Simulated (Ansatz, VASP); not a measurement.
# TiSn23O48 (Ti_Sn): VASP beside Ansatz, part 3 of 3

One calculation is typed for both programs; each brings its own data sets. How far apart do they land? Of the first pair: The structure shown is the start of the Ansatz relaxation below; VASP solves that cell, so the two are compared at the walk's first step.

VASP 6.6.1 and Ansatz 0.2.0.

So far: Starting point; Ansatz: relaxation, r2SCAN; VASP: single point, r2SCAN, start cell, pair 1; Side by side.

## (6) VASP: single point, r2SCAN, relaxed cell, pair 2

Level of this step: r2SCAN, spin-polarised from a ferromagnetic start; plane waves and PAW (Sn_d, O, Ti_sv) (VASP).

The same cell, functional and mesh now go to VASP, with its own data sets.

INCAR reads:

```
SYSTEM = TiSn23O48
PREC = Accurate
ENCUT = 580
EDIFF = 1E-06
NELM = 200
ISMEAR = 0
SIGMA = 0.01
LREAL = Auto
ALGO = Normal
METAGGA = R2SCAN
LASPH = .TRUE.
NELECT = 623
NBANDS = 361
ISPIN = 2
MAGMOM = 0 0.01 0 0.01 0 0.01 0.01 0 0.01 0 0.01 0 0.01 0 0.01 0 0.01 0 0 0 0 0 0 0 0 0 0.01 0 0 0 0 0 0 0 0 0 0 0.01 0.01 0 -0 0.01 0.01 0 -0 0.01 0.01 0 0 0.01 0.01 -0 0 0.01 0.01 -0 0 0.01 0.01 0 0 0 0 0 0 0.01 0 0 0 0 0 0.33
LMAXMIX = 4
LORBIT = 11
LWAVE = .FALSE.
LCHARG = .FALSE.
ISIF = 2
ISYM = 0
NUPDOWN = 1
GGA_COMPAT = .FALSE.
LMIXTAU = .TRUE.
```

POSCAR reads:

```
TiSn23O48
1.0
    9.5155030700      0.0000000000      0.0000000000
    0.0000000000      9.5155030700      0.0000000000
    0.0000000000      0.0000000000      9.6020443900
Sn O Ti
23 48 1
Direct
    0.2497451941      0.2497840035      0.1671659631
    0.0000177242      0.0000650194      0.9998635576
    0.2519877945      0.2520269167      0.5016911653
    0.9999995599      0.0000379593      0.3345264141
    0.2519836387      0.2520282600      0.8326282187
    0.0000099837      0.0000502653      0.6671941477
    0.2505106363      0.7495511431      0.1671966170
    0.9999681369      0.5000483732      0.0004583238
    0.2519192842      0.7482466858      0.5010078519
    0.0000531682      0.5000506986      0.3339125038
    0.2518135105      0.7481508453      0.8333820816
    0.0000050692      0.5000549717      0.6671859874
    0.7495153182      0.2505499493      0.1671939320
    0.5000112002      0.0000104954      0.0004788344
    0.7482035213      0.2519559608      0.5010115815
    0.5000154996      0.0000951822      0.3339327124
    0.7481024999      0.2518600217      0.8333806699
    0.5000065233      0.0000599921      0.6672076039
    0.7502747637      0.7503143633      0.1672304632
    0.4999854789      0.5000204032      0.9980307140
    0.7480342818      0.7480764048      0.5017700788
    0.5000466858      0.5000691495      0.3363663578
    0.7480301756      0.7480764369      0.8327069442
    0.0968462961      0.4025562113      0.1671425722
    0.4025192364      0.0968897177      0.1671454032
    0.1535330720      0.1535787304      0.9994650489
    0.3474302002      0.3474782170      0.0008604511
    0.0978541565      0.4035877517      0.5005045522
    0.4035497582      0.0978983884      0.5005017715
    0.1534975643      0.1535386399      0.3347169850
    0.3475061759      0.3475437528      0.3336437924
    0.0978920976      0.4036683999      0.8338579962
    0.4036249788      0.0979380626      0.8338655962
    0.1536560477      0.1536906146      0.6670405705
    0.3505730230      0.3506294505      0.6672412136
    0.0971436439      0.9029243255      0.1672069222
    0.4034385580      0.5966294763      0.1671855850
    0.1532052505      0.6523376347      0.0005675869
    0.3477150767      0.8468247084      0.0007659110
    0.0976816306      0.9023105551      0.5005417596
    0.4045851779      0.5954387627      0.5046909859
    0.1532342798      0.6523474626      0.3336271526
    0.3477302331      0.8468523308      0.3338207873
    0.0977544846      0.9023926674      0.8338722103
    0.4046266421      0.5954775030      0.8296806097
    0.1512607913      0.6537130450      0.6670267901
    0.3463558576      0.8487949982      0.6673655208
    0.5965864084      0.4034759660      0.1671991613
    0.9028803810      0.0971776469      0.1671853000
    0.6522972469      0.1532510350      0.0005967084
    0.8467893455      0.3477496284      0.0007450568
    0.5953918358      0.4046325250      0.5047343458
    0.9022589245      0.0977102247      0.5005188696
    0.6523045849      0.1532861012      0.3336460822
    0.8468117601      0.3477661364      0.3337994252
    0.5954318525      0.4046646585      0.8296963174
    0.9023368358      0.0977922729      0.8338422989
    0.6536606833      0.1513155792      0.6670476373
    0.8487572592      0.3463960460      0.6673392351
    0.5975073898      0.9032198015      0.1672699810
    0.9031694756      0.5975377889      0.1672205144
    0.6525131438      0.6525691566      0.0007696373
    0.8465276548      0.8465615240      0.9996690770
    0.5964069267      0.9021881599      0.5005568779
    0.9021265832      0.5964349351      0.5005062573
    0.6525795312      0.6526267891      0.3335544707
    0.8464865682      0.8465203453      0.3349172480
    0.5964711429      0.9022094976      0.8339110650
    0.9021536933      0.5965047227      0.8338676111
    0.6494320036      0.6494871013      0.6671693607
    0.8463710458      0.8464049922      0.6673438471
    0.4999921240      0.5000680642      0.6671966407
```

KPOINTS reads:

```
Points of the shifted mesh
1
Reciprocal
 0.2500000000  0.2500000000  0.2500000000 1
```

The projector-augmented-wave data sets are Sn_d, O and Ti_sv (PBE family, release 64).

The run is started by

```bash
export OMP_NUM_THREADS=4
mpirun -np 1 vasp_std
```

Numbers of over 12 decimals in the logs are rounded to 6 here.

Log:

```text
[banner, memory and clock lines left out]
running    1 mpi-ranks, on    1 nodes
[...]
Offloading initialized ...    1 GPUs detected
[...]
[... a notice as in an earlier step ...]

 LDA part: xc-table for (None), standard interpolation
 POSCAR, INCAR and KPOINTS ok, starting setup
[...]
entering main loop
       N       E                     dE             d eps       ncg     rms          rms(c)
DAV:   1     0.144053620230E+05    0.14405E+05   -0.25551E+05  1444   0.296E+03
DAV:   2     0.271070051854E+04   -0.11695E+05   -0.11254E+05  1444   0.949E+02
DAV:   3    -0.718485082119E+03   -0.34292E+04   -0.32209E+04  1524   0.381E+02
DAV:   4    -0.120587711814E+04   -0.48739E+03   -0.47600E+03  1710   0.150E+02
DAV:   5    -0.123296827458E+04   -0.27091E+02   -0.26800E+02  1920   0.338E+01BRMIX: very serious problems
 the old and the new charge density differ
 old charge density:   622.00000 new  623.00000
    0.573E+01
DAV:   6    -0.993372057167E+03    0.23960E+03   -0.21218E+02  2040   0.805E+01    0.243E+01
DAV:   7    -0.998596753831E+03   -0.52247E+01   -0.53457E+01  2080   0.177E+01    0.186E+01
DAV:   8    -0.999171455580E+03   -0.57470E+00   -0.41395E+00  1792   0.798E+00    0.102E+01
DAV:   9    -0.100094587595E+04   -0.17744E+01   -0.22675E+00  2312   0.640E+00    0.108E+01
[...]
DAV:  26    -0.999667285551E+03   -0.31198E-05   -0.91818E-05  1856   0.260E-02    0.484E-02
DAV:  27    -0.999667282940E+03    0.26107E-05   -0.18257E-05  1808   0.166E-02    0.197E-02
DAV:  28    -0.999667283713E+03   -0.77292E-06   -0.78898E-06  1552   0.717E-03
   1 F= -.99966728E+03 E0= -.99966728E+03  d E =-.936012E-06  mag=     1.0000
```

From OUTCAR (step 6):

```text
  FREE ENERGIE OF THE ION-ELECTRON SYSTEM (eV)
  ---------------------------------------------------
  free  energy   TOTEN  =      -999.6672837131 eV

  energy  without entropy=     -999.6672827771  energy(sigma->0) =     -999.66728325

 magnetization (x)
# of ion       s       p       d       tot
------------------------------------------
    1        0.010   0.000   0.000   0.010
    2        0.013   0.001  -0.000   0.014
    3        0.010   0.000   0.000   0.010
    4        0.013   0.001  -0.000   0.014
    5        0.011   0.000   0.000   0.011
    6        0.013   0.001  -0.000   0.013
    7        0.013   0.001   0.000   0.014
    8        0.011   0.001  -0.000   0.012
    9        0.021   0.001   0.000   0.023
   10        0.011   0.001  -0.000   0.012
   11        0.021   0.001   0.000   0.023
   12        0.011   0.002  -0.000   0.013
   13        0.013   0.001   0.000   0.014
[...]
--------------------------------------------------
tot          0.393   0.102   0.396   0.892
```

The run ends at a pressure of 3.50 GPa, with forces up to 0.095 eV/Å.

## (7) Comparison

What differs besides the data sets and the points named for the pairs above, as far as they apply: site moments are counted in spheres of each program's own size. Total energies have different zeros and are not compared.

Both answers:

| quantity | Ansatz | VASP | difference |
| --- | --- | --- | --- |
| total moment, fixed by the input (μB) | 1.00 | 1.00 | 0.00 |
| moment on Ti72 (μB) | 0.33 | 0.40 | -0.07 |

At this near-relaxed geometry the largest component of a force difference is 65 meV/Å. The cell carries a charge of -1 e against a uniform background, so its pressure also hangs on how the neutralising background is counted, and in a defect's cell a gap may be the spacing between its levels.

## (8) What came out

```json
{"r.m.s. force difference (single point, r2SCAN, start cell, pair 1)": "4.2 % of the r.m.s. force", "r.m.s. force difference (single point, r2SCAN, relaxed cell, pair 2)": "19 meV/Å"}
```

The r.m.s. force difference is 19 meV/Å (single point, r2SCAN, relaxed cell, pair 2), beyond the 12 meV/Å picked in this series as the mark of a large difference. What causes the difference of the single point, r2SCAN, start cell, pair 1 pair stays open here. What causes the difference of the single point, r2SCAN, relaxed cell, pair 2 pair stays open here. How closely two codes agree says nothing of how well the functional describes the real material.

[Lines on the potential files, build, host, timing and source positions are cut from VASP's logs without a mark.]

[Logs are printed without paths, hosts, clocks, repeated set-up lines and the standing remarks that a program may print on its own settings, such as how far it seeks lower states.]

[Hosts, paths, dates, database ids (printed as entryN), source tags and the programs' standing remarks are cut or masked in the printed files.]
